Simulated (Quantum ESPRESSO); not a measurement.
Bi under changes of volume

One of the cells (33.614 Å³/atom); the others are scaled copies at fixed shape and fractional positions:

```
Bi
1.0
     3.23838    0.00000    0.00000
     0.00000    3.22164    0.00000
    -0.08045    0.00000    6.44389
Bi
2
Direct
  0.54425 0.00000 0.74958
  0.45575 0.00000 0.25042
```

This isn't the form of Bi at room conditions, which is rhombohedral.

| Property | Result |
| --- | --- |
| Program | Quantum ESPRESSO 7.5 |
| Functional | LDA |
| Potentials or basis | PseudoDojo 0.4.1 SR LDA standard |
| Cutoff | 952 eV |
| Density cutoff | 3810 eV |
| k mesh | 8 × 8 × 4 |
| Occupations | fermi-dirac, width 0.05 eV |
| Spin | no spin polarisation |

| volume (Å³/atom) | energy over the lowest point (meV/atom) | pressure (GPa) |
| --- | --- | --- |
| 31.597 | ? | ? |
| 32.270 | 0.00 | 0.5 |
| 32.942 | 0.41 | -0.7 |
| 33.614 | 5.48 | -1.7 |
| 34.286 | 14.69 | -2.6 |
| 34.959 | 27.59 | -3.5 |
| 35.631 | 43.75 | -4.2 |

Task: What does the run at 31.597 Å³/atom give?

Result: Energy over the lowest point 4.84 meV/atom; pressure 1.8 GPa.

Worked out: A Birch-Murnaghan fit of order 3 (a polynomial in V^(-2/3)) to the other rows has its minimum at 32.55 Å³/atom with B0 = V·E''(V) = 58 GPa and B' = 4.7 at fixed shape and positions, which overstates the stiffness. It gives 4.84 meV/atom at 31.597 Å³/atom, against the run's 4.84, and -dE/dV = 1.8 GPa, against 1.8.

Energies are extrapolated to zero smearing.
